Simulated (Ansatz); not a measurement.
Write the native input for Ansatz 0.2.0 that does the following.

| Item | Value |
| --- | --- |
| Task | band structure |
| Functional | PBEsol |
| Potentials or basis | all-electron LAPW, scalar-relativistic |
| Cutoff | 184 eV (chosen from the basis error) |
| Basis error allowed | 0.001 eV/atom |
| k mesh | 9 × 9 × 9 |
| Occupations | fermi-dirac, width 0.05 eV |
| Spin | no spin polarisation |

MgS (Niningerite):

```
S Mg
1.0
     0.00000    2.60165    2.60165
     2.60165    0.00000    2.60165
     2.60165    2.60165    0.00000
S Mg
1 1
Direct
  0.50000 0.50000 0.50000
  0.00000 0.00000 0.00000
```

The input as run:

input.yaml

```yaml
crystal:
  lattice:
    - [0.0, 2.60165, 2.60165]
    - [2.60165, 0.0, 2.60165]
    - [2.60165, 2.60165, 0.0]
  atoms:
    - { symbol: S, position: [0.5, 0.5, 0.5] }
    - { symbol: Mg, position: [0.0, 0.0, 0.0] }
kpoints:
  mp_grid: { grid: [9, 9, 9] }
  band_path:
    path:
      - [0.0, 0.0, 0.0]
      - [0.5, 0.0, 0.5]
      - [0.5, 0.25, 0.75]
      - [0.375, 0.375, 0.75]
      - [0.0, 0.0, 0.0]
      - [0.5, 0.5, 0.5]
      - [0.625, 0.25, 0.625]
      - [0.5, 0.25, 0.75]
    npoints: 8
scf:
  occupations: { method: fermi_dirac, width: 0.05 }
hamiltonian:
  xc: pbesol
  pseudopotentials: { kind: all_electron, lapw: { basis_error: 0.001 } }
output:
  forces: true
  stress: true
  eigenvalues: true
```

Potentials or basis: all-electron LAPW, scalar-relativistic.

The run is started by

```console
$ ansatz run input.yaml --threads 1 --pin off --max-ram 3072MiB --backend cpu --events-out ev --progress --plain --runs-dir out
```

Results of the run:

| Quantity | Value |
| --- | --- |
| Pressure | -1.0 GPa |
| Band gap on the k mesh | 2.83 eV, indirect (least direct gap 3.59 eV) |
| Band gap along the path | 2.70 eV, indirect (least direct gap 3.59 eV) |

Caveat: the mesh misses the band edges, which the band path finds closer together.

Run time: 4.8 s on 1 thread of AMD EPYC 7R13 Processor (Zen 3), on a shared host, peak memory 0.28 GiB.
